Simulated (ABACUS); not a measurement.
Runs of ABACUS 3.10.1 on TaN. It takes space group P-6m2 (No. 187, hexagonal). Conventional cell: a = 2.938 Å, b = 2.938 Å, c = 2.883 Å, α = 90.00°, β = 90.00°, γ = 120.00°. Around Ta (site symmetry -6m2) lie 6 N at 2.23 Å. N (site symmetry -6m2) has 6 Ta at 2.23 Å as nearest neighbours. 

```csv
task,potentials or basis,cell,gap on the mesh (eV),pressure (GPa),V0 of scaled cells (Å³/atom),B0 (GPa)
single point,"PseudoDojo NC SR 0.4.1 PBE standard, DZP LCAO (the cutoffs set its grid)","atoms moved at random, drawn with an rms of 0.05 Å",none,7.0,-,-
equation of state,"PseudoDojo NC SR 0.4.1 PBE standard, TZDP LCAO (the cutoffs set its grid)",as given,-,-,10.94,336
single point,"PseudoDojo NC SR 0.4.1 PBE standard, DZP LCAO (the cutoffs set its grid)",as given,none,(a),-,-
equation of state,"PseudoDojo NC SR 0.4.1 PBE standard, DZP LCAO (the cutoffs set its grid)",as given,-,-,10.94,336
single point,"PseudoDojo NC SR 0.4.1 PBE standard, TZDP LCAO (the cutoffs set its grid)",as given,none,5.3,-,-
```

Alike in all rows: level PBE; no spin polarisation; k mesh 10 × 10 × 9; cutoff (eV) 1361; smearing fermi-dirac 0.05 eV.

Question: Estimate the missing entries.

Answer: (a) 5.4.

Caveats: the atomic orbitals were generated for these runs and aren't a published set; the basis of atomic orbitals isn't converged, which shifts pressures, moduli and gaps; the cell was scaled at fixed shape and fractional positions, which overstates the stiffness of a crystal with free parameters, most of all of layers and chains (some runs).

A k mesh can miss the band edges, and the runs leave out spin-orbit coupling on Ta.

A gap of «none» marks a metal or a gap under the smearing width.
